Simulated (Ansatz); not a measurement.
All numbers below come from DFT PBE, scalar-relativistic, plane waves, PAW (Ansatz 0.2.0). Settings: cutoff 420 eV, Γ-centred meshes spaced at most about 0.3 Å⁻¹ (2π included), Gaussian smearing. No spin polarisation in the final relaxations.

All energies are static (0 K, no zero-point motion).

Two forms of SiO₂ were relaxed alike.

A. Space group Cc (No. 9), monoclinic, a = 8.741 Å, b = 5.149 Å, c = 8.838 Å, β = 109.0°. Si on its first site has 4 O at 1.62–1.63 Å; around Si on its second site lie 4 O at 1.62–1.63 Å; O on its first site has 2 Si at 1.62 Å; O on its second site is surrounded by 2 Si at 1.63 Å; O on its third site has 2 Si at 1.62 Å; 1 more site not described.

B. Space group Fd-3m (No. 227), cubic, a = 7.461 Å. Si is surrounded by 4 O at 1.62 Å; O is surrounded by 2 Si at 1.62 Å.

Question: Which form is favoured at zero pressure, and by what margin per atom?

Answer: A is lower, by 15 meV/atom. A has space group Cc (No. 9), 15.7 Å³/atom and a gap of 5.55 eV on its mesh; B has the beta-cristobalite type, space group Fd-3m (No. 227), 17.3 Å³/atom and a gap of 5.37 eV. The denser one is the lower, and pressure would at first widen the difference. Both come from distorted database cells. The part of the Crystallography Open Database at hand lists SiO2 in space groups No. 1, 3, 5, 6, 7 and others; sharing a group (Cc and Fd-3m) doesn't make a cell the listed structure.

Kohn–Sham gaps at this level usually fall short of measured ones.

The two forms have nearly the same Si–O distances, so the 15 meV/atom between them probably reflects how the tetrahedra are linked more than the strength of the individual bonds. In the ideal beta-cristobalite type, symmetry holds every Si–O–Si bridge straight, whereas silica generally prefers bent bridges, in which the oxygen lone pairs and the partly ionic Si–O bonding find a better compromise. Bending costs little and lets nearly rigid tetrahedra rotate into the open space of the framework. The smaller volume of A at almost unchanged bond lengths suggests just such a folding.

The similar gaps fit this picture: in both forms the valence edge is mainly oxygen 2p lone-pair in character, and changing the linkage alters it only modestly. The cubic cell is best read as an idealised average, since real beta-cristobalite has locally tilted tetrahedra and bent bridges; its energy therefore probably overstates the cost of the actual high-temperature phase. The preference for A does not establish it as the ground state of silica, as quartz is not part of the comparison.
